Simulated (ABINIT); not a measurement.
# GaSb (F-43m) in ABINIT: settings compared, part 2 of 2

ABINIT 10.8.3 (patched build). The steps go on from the part before.

## (4) Band structure, WC

run.abi

```
ndtset 2

pp_dirpath "./"
pseudos "Sb.GGA_PBE-JTH_sp.xml, Ga.GGA_PBE-JTH.xml"

acell 4.3260792873 4.3260792873 4.3260792873 Angstrom
rprim
     0.0000000000     0.7071067812     0.7071067812
     0.7071067812     0.0000000000     0.7071067812
     0.7071067812     0.7071067812     0.0000000000
ntypat 2
znucl 51 31
natom 2
typat 1 2
xred
     0.7500000000     0.7500000000     0.7500000000
     0.0000000000     0.0000000000     0.0000000000

ecut 544.227725 eV
pawecutdg 40.0

ixc 23

occopt 3
tsmear 0.00183747

nstep 100

iomode 3
prtwf 0
prteig 0
prtebands 0
prtden1 1

kptopt1 1
ngkpt1 8 8 8
nshiftk1 1
shiftk1 0.0 0.0 0.0
nband1 13
tolvrs1 1.0e-9

iscf2 -2
getden2 1
nband2 17
nbdbuf2 2
tolwfr2 1.0e-12
kptopt2 -9
ndivsm2 8
prteig2 1
kptbounds2
     0.0000000000     0.0000000000     0.0000000000
     0.5000000000     0.0000000000     0.5000000000
     0.5000000000     0.2500000000     0.7500000000
     0.3750000000     0.3750000000     0.7500000000
     0.0000000000     0.0000000000     0.0000000000
     0.5000000000     0.5000000000     0.5000000000
     0.6250000000     0.2500000000     0.6250000000
     0.5000000000     0.2500000000     0.7500000000
     0.5000000000     0.5000000000     0.5000000000
     0.3750000000     0.3750000000     0.7500000000
```

Potentials or basis: JTH PAW PBE v2.0 sp.

Launch:

```sh
> abinit run.abi > log 2>&1
```

Wall time 1.9 min (1 thread of Arm Neoverse V1, shared host); peak memory 0.17 GiB.

It converged, with:

* Free energy: -2307.9959 eV
* Pressure: 0.0 GPa
* Band gap on the k mesh: none (metal or under the smearing width)
* Valence electrons inside the program's atomic spheres: Sb 2.38; Ga 11.03

Levels at the corners of the path, in eV from the Fermi level:
| point | band 7 | band 8 | band 9 | band 10 | band 11 | band 12 |
| --- | --- | --- | --- | --- | --- | --- |
| Γ | -0.06 | -0.06 | -0.06 | -0.06 | 2.77 | 2.77 |
| X | -6.89 | -2.63 | -2.63 | 0.77 | 1.10 | 8.79 |
| W | -6.76 | -3.42 | -3.22 | 3.64 | 4.22 | 4.43 |
| K | -6.72 | -3.69 | -2.24 | 1.28 | 3.82 | 6.64 |
| Γ | -0.06 | -0.06 | -0.06 | -0.06 | 2.77 | 2.77 |
| L | -6.45 | -1.20 | -1.20 | 0.29 | 3.73 | 3.73 |
| U | -6.72 | -3.69 | -2.24 | 1.28 | 3.82 | 6.64 |
| W | -6.76 | -3.42 | -3.22 | 3.64 | 4.22 | 4.43 |
| L | -6.45 | -1.20 | -1.20 | 0.29 | 3.73 | 3.73 |
| K | -6.72 | -3.69 | -2.24 | 1.28 | 3.82 | 6.64 |

Caveat: the PAW data sets were made with another functional, which shifts forces and pressure a little; spin-orbit coupling is left out, which moves the levels of the heavy elements; this set keeps more shells in the core, which shifts pressures and gaps; this crystal is a semiconductor, whose small gap the functional closes, so the metal is an error of the method.

## (5) Band structure, rPW86PBE

run.abi: that of step 4 with these lines changed.

```diff
@@ -18,6 +18,6 @@
 
-ecut 544.227725 eV
+ecut 20.0
 pawecutdg 40.0
 
-ixc 23
+ixc -144130
 
@@ -32,2 +32,3 @@
 prtebands 0
+enunit 2
 prtden1 1
@@ -47,3 +48,3 @@
 kptopt2 -9
-ndivsm2 8
+ndivsm2 6
 prteig2 1
```

Launch:

```sh
> abinit run.abi > log 2>&1
```

Wall time 90 s (1 thread of Arm Neoverse V1, shared host); peak memory 0.15 GiB.

It converged, with:

| Item | Value |
| --- | --- |
| Free energy | -2307.0727 eV |
| Pressure | 4.9 GPa |
| Band gap on the k mesh | none (metal or under the smearing width) |
| Valence electrons inside the program's atomic spheres | Sb 2.38; Ga 11.05 |

Levels at the corners of the path, in eV from the Fermi level:
| point | band 7 | band 8 | band 9 | band 10 | band 11 | band 12 |
| --- | --- | --- | --- | --- | --- | --- |
| Γ | -0.11 | -0.05 | -0.05 | -0.05 | 2.81 | 2.81 |
| X | -6.91 | -2.59 | -2.59 | 0.86 | 1.25 | 8.79 |
| W | -6.79 | -3.36 | -3.15 | 3.64 | 4.36 | 4.49 |
| K | -6.74 | -3.63 | -2.21 | 1.38 | 3.90 | 6.69 |
| Γ | -0.11 | -0.05 | -0.05 | -0.05 | 2.81 | 2.81 |
| L | -6.43 | -1.18 | -1.18 | 0.32 | 3.80 | 3.80 |
| U | -6.74 | -3.63 | -2.21 | 1.38 | 3.90 | 6.69 |
| W | -6.79 | -3.36 | -3.15 | 3.64 | 4.36 | 4.49 |
| L | -6.43 | -1.18 | -1.18 | 0.32 | 3.80 | 3.80 |
| K | -6.74 | -3.63 | -2.21 | 1.38 | 3.90 | 6.69 |

Caveat: the PAW data sets were made with another functional, which shifts forces and pressure a little; spin-orbit coupling is left out, which moves the levels of the heavy elements; this set keeps more shells in the core, which shifts pressures and gaps; this crystal is a semiconductor, whose small gap the functional closes, so the metal is an error of the method.

## (6) Overview

```csv
task,level,potentials or basis,cutoff (eV),fine-grid cutoff,gap on the mesh (eV),pressure (GPa)
band structure,revPBE,JTH PAW PBE v2.0,463,925.187 eV,0.10,3.3
equation of state,LDA-PZ,JTH PAW LDA v2.0 sp,544,1088.46 eV,-,-
band structure,WC,JTH PAW PBE v2.0 sp,544,1088.46 eV,none,0.0
band structure,rPW86PBE,JTH PAW PBE v2.0 sp,544,1088.46 eV,none,4.9
```

Alike in all rows: no spin polarisation; cell as given; k mesh 8 × 8 × 8; smearing fermi-dirac 0.05 eV.

Caveats: the PAW data sets were made with another functional, which shifts forces and pressure a little (some runs); spin-orbit coupling is left out, which moves the levels of the heavy elements (some runs); this set keeps more shells in the core, which shifts pressures and gaps (some runs); this crystal is a semiconductor, whose small gap the functional closes, so the metal is an error of the method (some runs); pressures at fixed basis lie under the slope of the energies (some runs).

Absolute energies hang on the potentials; compare differences alone.

## (7) How close it comes

Step 2. A measured gap of GaSb is 0.811 eV (direct; 4.2 K; a printed reference work, data compilation); the calculated 0.10 eV misses it by -0.71 eV. Spin-orbit coupling on Ga, Sb is left out. The value is that of revPBE, without temperature or zero-point motion. Semilocal functionals fall short of measured gaps as a rule.

Step 4. Measured gap of GaSb: 0.811 eV (direct; 4.2 K; a printed reference work, data compilation). This calculation gives 0.00 eV (-0.81 eV). Spin-orbit coupling on Ga, Sb is left out. The value is that of WC on a finite k mesh, which can miss the band edges, without temperature or zero-point motion. Semilocal functionals fall short of measured gaps as a rule.

Step 5. Against the measured gap of GaSb, 0.811 eV (direct; 4.2 K; a printed reference work, data compilation), the calculated 0.00 eV is off by -0.81 eV. Spin-orbit coupling on Ga, Sb is left out. The value is that of rPW86PBE on a finite k mesh, which can miss the band edges, without temperature or zero-point motion.
